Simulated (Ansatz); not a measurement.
The system is BP.

```xyz
2
Lattice="0.0000 2.2690 2.2690 2.2690 0.0000 2.2690 2.2690 2.2690 0.0000" Properties=species:S:1:pos:R:3 pbc="T T T"
P     3.4035    3.4035    3.4035
B     0.0000    0.0000    0.0000
```

| Property | Result |
| --- | --- |
| Program | Ansatz 0.2.0 |
| Task | relaxation of cell and atoms |
| Functional | PBEsol |
| Dispersion | D4 |
| Potentials or basis | all-electron LAPW, scalar-relativistic |
| Basis error allowed | 0.001 eV/atom |
| k mesh | 10 × 10 × 10 |
| Occupations | fermi-dirac, width 0.05 eV |
| Spin | no spin polarisation |

At the start: volume 11.68 Å³/atom.

Q: How do energy, volume and symmetry change on relaxing?

A: Over 5 steps the energy falls by 5.0 meV/atom and the volume is 11.35 Å³/atom (-2.8 %); space group F-43m (No. 216, to 0.05 Å).

The path:
```
step  energy change (eV)  largest force (eV/Å)  volume (Å³)
   1              0.0000                0.0000        23.36
   2             -0.0080                0.0000        22.99
   3             -0.0100                0.0000        22.69
   4             -0.0100                0.0000        22.70
   5             -0.0100                0.0000        22.70
```

Final structure:
```
P B
1.0
     0.00000    2.24735    2.24735
     2.24735    0.00000    2.24735
     2.24735    2.24735    0.00000
P B
1 1
Direct
  0.75000 0.75000 0.75000
  0.00000 0.00000 0.00000
```
